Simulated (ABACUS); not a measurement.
The system is Fe.

```
Fe
1.0
    -1.44300    1.44300    1.44300
     1.44300   -1.44300    1.44300
     1.44300    1.44300   -1.44300
Fe
1
Direct
  0.00000 0.00000 0.00000
```

Base run:

| Item | Value |
| --- | --- |
| Program | ABACUS 3.10.1 |
| Functional | OLYP |
| Potentials or basis | PseudoDojo NC SR 0.5 PBE stringent |
| Cutoff | 1619 eV |
| Density cutoff | 6476 eV |
| Basis | plane waves |
| k mesh | 10 × 10 × 10 |
| Occupations | fermi-dirac, width 0.05 eV |
| Spin | collinear spin, ferromagnetic start |
| Starting moments | [3.0] μB |

Its results: band gap on the k mesh none (metal or under the smearing width); pressure -4.1 GPa; net moment 2.49 μB per cell.

**Question.** The run is repeated on the same cell with these changes: functional from OLYP to RPBE; potentials or basis from PseudoDojo NC SR 0.5 PBE stringent to GBRV ultrasoft 1.5 PBE; cutoff from 1619 eV to 544 eV; density cutoff from 6476 eV to 4354 eV. What comes out?

**Answer.** Band gap on the k mesh none (metal or under the smearing width); pressure -4.6 GPa; net moment 2.28 μB per cell.

Caveats: the potentials were made for another functional, which shifts forces and pressure.
